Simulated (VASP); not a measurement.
A run of VASP 6.6.1 is set up as follows.

Contents of INCAR:

```
PREC = Accurate
ENCUT = 600
EDIFF = 1E-6
ISMEAR = 1
SIGMA = 0.1
LREAL = F
LASPH = T
NELM = 80
ALGO = Normal
ISIF = 3
LWAVE = F
LCHARG = F
GGA = PE
IVDW = 12
IBRION = 2
NSW = 90
EDIFFG = -0.01
```

Contents of KPOINTS:

```
Automatic mesh
0
Gamma
  10 10 10
```

POSCAR

```
Mg2Sn
1.0
    0.0000000000      3.3695000000      3.3695000000
    3.3695000000      0.0000000000      3.3695000000
    3.3695000000      3.3695000000      0.0000000000
Mg Sn
2 1
Direct
    0.2500000000      0.2500000000      0.2500000000
    0.7500000000      0.7500000000      0.7500000000
    0.0000000000      0.0000000000      0.0000000000
```

Potentials or basis: VASP PAW PBE potentials, release 64 (Mg, Sn_d).

Run with:

```console
$ cat potpaw_PBE.64/Mg/POTCAR potpaw_PBE.64/Sn_d/POTCAR > POTCAR
$ mpirun -np 1 vasp_std > vasp.out
```

Question: Predict the dispersion energy per atom.

Answer: -0.303 eV.

Question: Estimate the space group after relaxing (to 0.05 Å).

Answer: Fm-3m (No. 225).

Question: What does it give for the band gap on the k mesh?

Answer: None (metal or under the smearing width).

Final structure:
```
Mg Sn
1.0
     0.00000    3.35387    3.35387
     3.35387    0.00000    3.35387
     3.35387    3.35387    0.00000
Mg Sn
2 1
Cartesian
  1.6769 1.6769 1.6769
  5.0308 5.0308 5.0308
  3.3539 6.7077 3.3539
```

Caveat: this crystal is a semiconductor, whose small gap the functional closes, so the metal is an error of the method.
